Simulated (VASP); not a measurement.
Crystal: Te2Mo.

```
CELL_PARAMETERS angstrom
3.51820 0.00000 0.00000
-1.75910 3.04685 0.00000
0.00000 0.00000 13.97360
ATOMIC_POSITIONS crystal
Te 0.66667 0.33333 0.37900
Te 0.33333 0.66667 0.87900
Te 0.66667 0.33333 0.12100
Te 0.33333 0.66667 0.62100
Mo 0.66667 0.33333 0.75000
Mo 0.33333 0.66667 0.25000
```

* Program: VASP 6.6.1
* Task: relaxation of cell and atoms
* Functional: optB88-vdW
* Potentials or basis: VASP PAW PBE potentials, release 64 (Te, Mo_sv)
* Cutoff: 600 eV
* k mesh: 9 × 9 × 2
* Occupations: fermi-dirac, width 0.05 eV
* Spin: no spin polarisation

At the start: pressure 3.8 GPa; volume 24.96 Å³/atom.

Q: Where does the relaxation end?

A: Over 13 steps the energy falls by 11.5 meV/atom and the volume is 26.24 Å³/atom (+5.1 %); space group P6_3/mmc (No. 194, to 0.05 Å).

Step by step:
```tsv
step	energy change (eV)	largest force (eV/Å)	pressure (GPa)	volume (Å³)
1	0.0000	0.3660	3.76	149.79
2	0.0883	0.8760	-4.67	162.86
3	-0.0596	0.1593	0.10	154.67
4	-0.0596	0.1496	0.17	154.57
5	-0.0650	0.0729	0.09	155.36
6	-0.0655	0.0417	0.06	155.68
7	-0.0663	0.0446	0.00	155.97
8	-0.0678	0.0546	-0.19	156.84
9	-0.0672	0.0737	-0.53	158.58
10	-0.0681	0.0606	-0.32	157.50
11	-0.0685	0.0453	-0.24	157.48
12	-0.0689	0.0122	-0.08	157.45
13	-0.0689	0.0029	0.00	157.44
```

Final structure:
```
Te Mo
1.0
     3.57236    0.00000    0.00000
    -1.78618    3.09375    0.00000
     0.00000    0.00000   14.24552
Te Mo
4 2
Direct
  0.66667 0.33333 0.37732
  0.33333 0.66667 0.87732
  0.66667 0.33333 0.12268
  0.33333 0.66667 0.62268
  0.66667 0.33333 0.75000
  0.33333 0.66667 0.25000
```

Caveat: the PAW data sets were made with another functional, which shifts forces and pressure a little.
